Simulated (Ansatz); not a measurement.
NaCl:

```
CELL_PARAMETERS angstrom
3.50219 0.00000 0.00000
0.00000 3.50219 0.00000
0.00000 0.00000 3.50219
ATOMIC_POSITIONS crystal
Cl 0.50000 0.50000 0.50000
Na 0.00000 0.00000 0.00000
```

Measurements of this composition are mostly on another form, of space group No. 225.

```yaml
Program: Ansatz 0.2.0
Task: single point
Functional: PBE
Potentials_or_basis: Ansatz PAW
Cutoff: "420 eV (not typed: the program's choice for these potentials)"
k_mesh: 8 × 8 × 8
Occupations: fermi-dirac, width 0.05 eV
Spin: no spin polarisation
```

On this cell: pressure 0.1 GPa; largest force zero by symmetry; band gap on the k mesh 3.98 eV, indirect (least direct gap 4.47 eV).

The same run follows on a disturbed copy (atoms moved at random, drawn with an rms of 0.05 Å):

```
Cl Na
1.0
     3.50219    0.00000    0.00000
     0.00000    3.50219    0.00000
     0.00000    0.00000    3.50219
Cl Na
1 1
Direct
  0.49826 0.49640 0.50194
  0.99071 0.00148 0.99269
```

Question: What does the disturbed cell give?

Answer: The energy moves by +0.2 meV/atom; pressure 0.1 GPa; largest force 0.015 eV/Å; band gap on the k mesh 3.98 eV, indirect (least direct gap 4.47 eV).

Forces in eV/Å, atoms in the order of the input:
```
Cl  -0.009  0.006 -0.011
Na   0.009 -0.006  0.011
```

A k mesh can miss the band edges.
